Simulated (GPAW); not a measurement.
The system is Ta.

```
Ta
1.0
    -1.65128    1.65128    1.65128
     1.65128   -1.65128    1.65128
     1.65128    1.65128   -1.65128
Ta
1
Direct
  0.00000 0.00000 0.00000
```

```yaml
Program: GPAW 26.7.0
Task: single point
Functional: PBEsol
Potentials_or_basis: PAW data sets generated in the run's folder for this functional
Cutoff: 600 eV
Basis: pw
k_mesh: 11 × 11 × 11
Occupations: fermi-dirac, width 0.05 eV
Spin: no spin polarisation
```

On this cell: pressure -4.0 GPa; band gap on the k mesh none (metal or under the smearing width).

The same run follows on a disturbed copy (cell strained at random at fixed volume):

```
Ta
1.0
    -1.62073    1.65465    1.62924
     1.69780   -1.62617    1.67783
     1.62244    1.62787   -1.60076
Ta
1
Direct
  0.00191 0.97643 0.99590
```

Q: What does the disturbed cell give?

A: The energy (extrapolated to zero smearing) moves by +14.6 meV/atom; pressure -3.6 GPa; band gap on the k mesh none (metal or under the smearing width).

Stress tensor (GPa, compression positive):
```
-4.19 -0.23 -4.26
-0.23 -2.96 -1.49
-4.26 -1.49 -3.73
```
